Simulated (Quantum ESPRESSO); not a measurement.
Here is a Quantum ESPRESSO 7.5 calculation.

File pw.in:

```
&CONTROL
  calculation = 'scf'
  prefix = 'pwscf'
  outdir = './tmp'
  pseudo_dir = './pseudo'
  tprnfor = .true.
  tstress = .true.
  disk_io = 'low'
/
&SYSTEM
  ibrav = 0
  nat = 4
  ntyp = 2
  ecutwfc = 84
  nbnd = 14
  occupations = 'smearing'
  smearing = 'fd'
  degauss = 0.00367493
/
&ELECTRONS
  conv_thr = 8d-10
  electron_maxstep = 120
  mixing_beta = 0.5
/
ATOMIC_SPECIES
N     14.0070 N.upf
B     10.8100 B.upf
CELL_PARAMETERS angstrom
   2.4982400000    0.0000000000    0.0000000000
  -1.2491200000    2.1635393048    0.0000000000
   0.0000000000    0.0000000000    6.6357000000
ATOMIC_POSITIONS crystal
N      0.6666666667    0.3333333333    0.2500000000
N      0.3333333333    0.6666666667    0.7500000000
B      0.6666666667    0.3333333333    0.7500000000
B      0.3333333333    0.6666666667    0.2500000000
K_POINTS automatic
12 12 4 0 0 0
```

The input bands.in:

```
&CONTROL
  calculation = 'bands'
  prefix = 'pwscf'
  outdir = './tmp'
  pseudo_dir = './pseudo'
  disk_io = 'low'
  verbosity = 'high'
/
&SYSTEM
  ibrav = 0
  nat = 4
  ntyp = 2
  ecutwfc = 84
  nbnd = 14
  occupations = 'smearing'
  smearing = 'fd'
  degauss = 0.00367493
/
&ELECTRONS
  conv_thr = 1d-08
  electron_maxstep = 120
  mixing_beta = 0.5
  diago_full_acc = .true.
/
ATOMIC_SPECIES
N     14.0070 N.upf
B     10.8100 B.upf
CELL_PARAMETERS angstrom
   2.4982400000    0.0000000000    0.0000000000
  -1.2491200000    2.1635393048    0.0000000000
   0.0000000000    0.0000000000    6.6357000000
ATOMIC_POSITIONS crystal
N      0.6666666667    0.3333333333    0.2500000000
N      0.3333333333    0.6666666667    0.7500000000
B      0.6666666667    0.3333333333    0.7500000000
B      0.3333333333    0.6666666667    0.2500000000
K_POINTS crystal
60
 0.0000000000  0.0000000000  0.0000000000 1
 0.0625000000  0.0000000000  0.0000000000 1
 0.1250000000  0.0000000000  0.0000000000 1
 0.1875000000  0.0000000000  0.0000000000 1
 0.2500000000  0.0000000000  0.0000000000 1
 0.3125000000  0.0000000000  0.0000000000 1
 0.3750000000  0.0000000000  0.0000000000 1
 0.4375000000  0.0000000000  0.0000000000 1
 0.5000000000  0.0000000000  0.0000000000 1
 0.4666666667  0.0666666667  0.0000000000 1
 0.4333333333  0.1333333333  0.0000000000 1
 0.4000000000  0.2000000000  0.0000000000 1
 0.3666666667  0.2666666667  0.0000000000 1
 0.3333333333  0.3333333333  0.0000000000 1
 0.3000000000  0.3000000000  0.0000000000 1
 0.2666666667  0.2666666667  0.0000000000 1
 0.2333333333  0.2333333333  0.0000000000 1
 0.2000000000  0.2000000000  0.0000000000 1
 0.1666666667  0.1666666667  0.0000000000 1
 0.1333333333  0.1333333333  0.0000000000 1
 0.1000000000  0.1000000000  0.0000000000 1
 0.0666666667  0.0666666667  0.0000000000 1
 0.0333333333  0.0333333333  0.0000000000 1
 0.0000000000  0.0000000000  0.0000000000 1
 0.0000000000  0.0000000000  0.2500000000 1
 0.0000000000  0.0000000000  0.5000000000 1
 0.0555555556  0.0000000000  0.5000000000 1
 0.1111111111  0.0000000000  0.5000000000 1
 0.1666666667  0.0000000000  0.5000000000 1
 0.2222222222  0.0000000000  0.5000000000 1
 0.2777777778  0.0000000000  0.5000000000 1
 0.3333333333  0.0000000000  0.5000000000 1
 0.3888888889  0.0000000000  0.5000000000 1
 0.4444444444  0.0000000000  0.5000000000 1
 0.5000000000  0.0000000000  0.5000000000 1
 0.4666666667  0.0666666667  0.5000000000 1
 0.4333333333  0.1333333333  0.5000000000 1
 0.4000000000  0.2000000000  0.5000000000 1
 0.3666666667  0.2666666667  0.5000000000 1
 0.3333333333  0.3333333333  0.5000000000 1
 0.3055555556  0.3055555556  0.5000000000 1
 0.2777777778  0.2777777778  0.5000000000 1
 0.2500000000  0.2500000000  0.5000000000 1
 0.2222222222  0.2222222222  0.5000000000 1
 0.1944444444  0.1944444444  0.5000000000 1
 0.1666666667  0.1666666667  0.5000000000 1
 0.1388888889  0.1388888889  0.5000000000 1
 0.1111111111  0.1111111111  0.5000000000 1
 0.0833333333  0.0833333333  0.5000000000 1
 0.0555555556  0.0555555556  0.5000000000 1
 0.0277777778  0.0277777778  0.5000000000 1
 0.0000000000  0.0000000000  0.5000000000 1
 0.5000000000  0.0000000000  0.5000000000 1
 0.5000000000  0.0000000000  0.3333333333 1
 0.5000000000  0.0000000000  0.1666666667 1
 0.5000000000  0.0000000000  0.0000000000 1
 0.3333333333  0.3333333333  0.0000000000 1
 0.3333333333  0.3333333333  0.1666666667 1
 0.3333333333  0.3333333333  0.3333333333 1
 0.3333333333  0.3333333333  0.5000000000 1
```

Potentials or basis: PseudoDojo 0.4.1 SR PBE standard.

Launch:

```bash
$ OMP_NUM_THREADS=1 pw.x -in pw.in > pw.out
$ OMP_NUM_THREADS=1 pw.x -in bands.in > bands.out
```

Problem. Estimate the band gap along the path.

Solution. 4.28 eV, indirect (least direct gap 4.69 eV).

Problem. Estimate the pressure.

Solution. 4.7 GPa.

Problem. What does it give for the band gap on the k mesh?

Solution. 4.32 eV, indirect (least direct gap 4.69 eV).

Stress tensor (GPa, compression positive):
```
5.61 0.00 0.00
0.00 5.61 0.00
0.00 0.00 2.95
```

Caveat: this functional lacks dispersion, which binds the layers, so the pressure and a relaxed spacing across them are unreliable. As with any semilocal functional, this PBE gap is likely too small.
